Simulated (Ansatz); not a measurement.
The system is MnSb.

```
Sb Mn
1.0
     4.15000    0.00000    0.00000
    -2.07500    3.59401    0.00000
     0.00000    0.00000    5.78000
Sb Mn
2 2
Direct
  0.66667 0.33333 0.75000
  0.33333 0.66667 0.25000
  0.00000 0.00000 0.50000
  0.00000 0.00000 0.00000
```

Base run:

- Program: Ansatz 0.2.0
- Functional: PBE
- Potentials or basis: all-electron LAPW, scalar-relativistic
- Cutoff: 222 eV
- Density cutoff: 890 eV
- Basis error allowed: 0.002 eV/atom
- k mesh: 7 × 7 × 5
- Occupations: fermi-dirac, width 0.05 eV
- Spin: collinear spin, ferromagnetic start
- Starting moments: [0.0, 0.0, 4.0, 4.0] μB

Its results: pressure -3.2 GPa; net moment 6.71 μB per cell; site moments Sb -0.16; Mn +3.50 μB.

The run is repeated on the same cell with these changes: functional from PBE to LDA. What comes out?

Pressure -10.6 GPa; net moment 6.51 μB per cell; site moments Sb -0.13; Mn +3.36 μB.

LDA binds more tightly than PBE, so the same cell stands under less pressure.

Caveats: only a ferromagnetic start was run, and an antiferromagnetic order may lie lower in energy.

Not every run made on this cell is shown here.
